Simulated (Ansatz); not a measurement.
The system is Si.

```
Si
1.0
     2.62054    0.00000    0.00000
    -1.31027    2.26946    0.00000
     0.00000    0.00000    2.46635
Si
1
Direct
  0.00000 0.00000 0.00000
```

This isn't the form of Si at room conditions, which is diamond.

| Property | Result |
| --- | --- |
| Program | Ansatz 0.2.0 |
| Task | relaxation of cell and atoms |
| Functional | HSEsol |
| Potentials or basis | Ansatz PAW |
| Cutoff | 420 eV (not typed: the program's choice for these potentials) |
| k mesh | 6 × 6 × 6 |
| Occupations | fermi-dirac, width 0.05 eV |
| Spin | no spin polarisation |

At the start: volume 14.67 Å³/atom.

Q: How do energy, volume and symmetry change on relaxing?

A: It ends after 5 steps and the volume is 14.79 Å³/atom (+0.8 %); space group P6/mmm (No. 191, to 0.05 Å).

The path:
```tsv
step	energy change (eV)	largest force (eV/Å)	volume (Å³)
1	0.0000	0.0000	14.67
2	-0.0034	0.0000	14.74
3	-0.0036	0.0000	14.80
4	-0.0036	0.0000	14.79
5	-0.0036	0.0000	14.79
```

Final structure:
```yaml
crystal:
  lattice:
    - [2.61426, 0.00000, 0.00000]
    - [-1.30713, 2.26401, 0.00000]
    - [0.00000, 0.00000, 2.49852]
  atoms:
    - { symbol: Si, position: [0.00000, 0.00000, 0.00000] }
```

Caveat: the k mesh is coarse (spacing up to 0.46 Å⁻¹), so the values aren't converged, least of all with exact exchange; the plane-wave basis is chosen anew once the cell has moved, so the energies of steps on either side of that aren't comparable; the PAW data sets come from PBE, with cores solved anew for the run's functional, which leaves a small shift of forces and pressure.
